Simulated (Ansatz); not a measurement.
**Li2Se: how the settings move a single-point run**

How sensitive is a single-point run of Li2Se to its settings? A reference run comes first, then one run with altered input.

Method: reference: DFT, PBEsol, all-electron LAPW, Dirac equation with spin-orbit coupling; levels and slopes on a fine mesh, in Ansatz 0.2.0.

### 1 Starting point

The structure is cubic, space group Fm-3m (No. 225). The conventional cell has a = 5.945 Å, b = 5.945 Å, c = 5.945 Å, α = 90.00°, β = 90.00°, γ = 90.00°. Around Li (site symmetry -43m) lie 4 Se at 2.57 Å. Se (site symmetry m-3m) is surrounded by 8 Li at 2.57 Å.

As a file:

```cif
data_structure
_symmetry_space_group_name_H-M 'Fm-3m'
_symmetry_Int_Tables_number 225
_cell_length_a 5.9448
_cell_length_b 5.9448
_cell_length_c 5.9448
_cell_angle_alpha 90.000
_cell_angle_beta 90.000
_cell_angle_gamma 90.000
_cell_volume 210.09
loop_
_atom_site_label
_atom_site_type_symbol
_atom_site_symmetry_multiplicity
_atom_site_Wyckoff_symbol
_atom_site_fract_x
_atom_site_fract_y
_atom_site_fract_z
_atom_site_occupancy
Li1 Li 8 c 0.25000 0.75000 0.75000 1
Se1 Se 4 a 0.00000 0.00000 0.00000 1
```

### 2 Baseline

File input.yaml:

```yaml
crystal:
  lattice:
    - [0.0, 2.97237618773, 2.97237618773]
    - [2.97237618773, 0.0, 2.97237618773]
    - [2.97237618773, 2.97237618773, 0.0]
  atoms:
    - { symbol: Li, position: [0.25, 0.25, 0.25] }
    - { symbol: Li, position: [0.75, 0.75, 0.75] }
    - { symbol: Se, position: [0.0, 0.0, 0.0] }
kpoints:
  mp_grid: { grid: [6, 6, 6] }
scf:
  occupations: { method: fixed }
hamiltonian:
  xc: pbesol
  pseudopotentials: { kind: all_electron, lapw: { basis_error: 0.001 } }
magnetization:
  noncollinear: true
  spin_orbit: true
output:
  forces: true
  stress: true
  eigenvalues: true
  eigenstates:
    nscf_kmesh: { grid: [8, 8, 8] }
    de_dk: true
    e_range: [-9, 12.81546442557]
checkpoint:
  write: ck
  write_wavefunctions: false
```

Command:

```bash
$ ansatz run input.yaml --threads 2 --pin off --max-ram 6144MiB --backend cpu --events-out ev --progress --plain --runs-dir out
```

### 3 Changed: xc revpbe, dispersion d3bjatm

Edit input.yaml of step 2 so:

```diff
@@ -14,4 +14,5 @@
 hamiltonian:
-  xc: pbesol
+  xc: revpbe
   pseudopotentials: { kind: all_electron, lapw: { basis_error: 0.001 } }
+  dispersion: d3bjatm
 magnetization:
```

What does the calculation give? Wanted: for each run, ending; energy change; pressure; gap; force.

**Answer**, as computed:

```
                             run     ending   energy change  pressure (GPa)  gap (eV)  force (eV/Å)  cycles  time
                       reference  converged               -             0.0      2.69          0.00       -  18 s
1: xc revpbe, dispersion d3bjatm  converged  not comparable            -2.6      2.94          0.00       9  18 s
```

Residual by cycle in the longest SCF loop of each run; runs are numbered as in the table. The quantity is the density residual dr2, in eV.

```
cycle  reference    run 1
    1       0.55    0.612
    2      0.159    0.181
    3    0.00861   0.0109
    4     1.9e-4   3.7e-4
    5     3.1e-6   1.0e-5
    6     1.2e-7   3.2e-7
    7    5.0e-10   2.7e-9
    8    8.8e-12  1.8e-11
    9          -  7.5e-13
```

What this shows: Total energies don't compare across a change of functional; the pressure goes from 0.0 to -2.6 GPa and the gap on the mesh goes from 2.69 to 2.94 eV. The dispersion term changed too.

The gaps are Kohn-Sham values of a semilocal functional, not quasiparticle or optical gaps. Such gaps usually fall short of the measured ones.
